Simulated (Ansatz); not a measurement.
We consider α-quartz-type GeO₂ (metastable phase), described by LDA in Ansatz (PAW).

Settings: plane-wave cutoff 520 eV, 12×12×6 k mesh (along the axes of the cell as run), Fermi–Dirac smearing 0.01 eV, scalar-relativistic PAW data made under PBE.

Properties against volume:

Shape and atoms are relaxed at each volume.

```json
[
 {"V (Å³/atom)": "12.403", "P (GPa)": "1.71", "direct gap at Γ (eV)": "3.569", "smallest gap on the k mesh (eV)": "3.518", "c (Å)": "5.581"},
 {"V (Å³/atom)": "12.661", "P (GPa)": "0.81", "direct gap at Γ (eV)": "3.556", "smallest gap on the k mesh (eV)": "3.511", "c (Å)": "5.598"},
 {"V (Å³/atom)": "12.920", "P (GPa)": "0.00", "direct gap at Γ (eV)": "3.543", "smallest gap on the k mesh (eV)": "3.500", "c (Å)": "5.615"},
 {"V (Å³/atom)": "13.178", "P (GPa)": "-0.75", "direct gap at Γ (eV)": "3.530", "smallest gap on the k mesh (eV)": "3.482", "c (Å)": "5.633"},
 {"V (Å³/atom)": "13.436", "P (GPa)": "-1.43", "direct gap at Γ (eV)": "3.517", "smallest gap on the k mesh (eV)": "3.461", "c (Å)": "5.651"}
]
```

The fundamental gap (3.49 eV at the equilibrium volume, with added k points) lies elsewhere than Γ–Γ.

Note: the bulk modulus comes from volumes at which shape and atoms were relaxed.

Spin–orbit coupling is not included.

Ansatz is a quantum-chemistry and plane-wave program.
